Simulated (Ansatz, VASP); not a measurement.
**One calculation of SrO, two programs**

The input INCAR:

```
SYSTEM = SrO
PREC = Accurate
ENCUT = 520
EDIFF = 1E-7
ISMEAR = 0
SIGMA = 0.05
LREAL = .FALSE.
LASPH = .TRUE.
NELM = 60
ALGO = Normal
ISIF = 2
LWAVE = .FALSE.
LCHARG = .FALSE.
NBANDS = 24
```

The input KPOINTS:

```
regular mesh
0
G
  9 9 4
  0 0 0
```

File POSCAR:

```
SrO
1.0
    3.4959669684      0.0000000000      0.0000000000
   -1.7479834842      3.0275962054      0.0000000000
    0.0000000000      0.0000000000      6.4228577122
Sr O
2 2
Direct
    0.3333333333      0.6666666667      0.2500000000
    0.6666666667      0.3333333333      0.7500000000
    0.0000000000      0.0000000000      0.0000000000
    0.0000000000      0.0000000000      0.5000000000
```

Input for Ansatz:

```yaml
crystal:
  lattice:
    - [3.4959669684, 0.0, 0.0]
    - [-1.7479834842, 3.0275962054, 0.0]
    - [0.0, 0.0, 6.4228577122]
  atoms:
    - { symbol: Sr, position: [0.3333333333, 0.6666666667, 0.25] }
    - { symbol: Sr, position: [0.6666666667, 0.3333333333, 0.75] }
    - { symbol: O, position: [0.0, 0.0, 0.0] }
    - { symbol: O, position: [0.0, 0.0, 0.5] }
basis:
  ecutwfc: 420
kpoints:
  mp_grid: { grid: [9, 9, 4] }
hamiltonian:
  xc: lda
scf:
  occupations: { method: gaussian, width: 0.05 }
output:
  forces: true
  stress: true
  eigenvalues: true
```

Alike in both runs: task single point; functional LDA; k mesh 9 × 9 × 4; occupations gaussian, width 0.05 eV; no spin polarisation.

|  | VASP | Ansatz |
| --- | --- | --- |
| version | VASP 6.6.1 | Ansatz 0.2.0 |
| potentials or method | VASP PAW LDA potentials, release 64 (Sr_sv, O) | scalar-relativistic, plane waves, PAW |
| plane-wave cutoff (eV) | 520 | 420 |
| valence electrons in the cell | 32 | 32 |

Ansatz gave:

```
gap on the k mesh at the Fermi level (eV)       : 3.00
least direct gap on the mesh (eV)               : 3.00
pressure (GPa)                                  : -6.1
largest component of the traceless stress (GPa) : 6.86
```

Which values does VASP return?

gap on the k mesh at the Fermi level (eV): 3.01; least direct gap on the mesh (eV): 3.01; pressure (GPa): -5.5; largest component of the traceless stress (GPa): 6.84.

Caveats: an odd mesh through Γ misses points on the zone boundary, where band edges often lie.
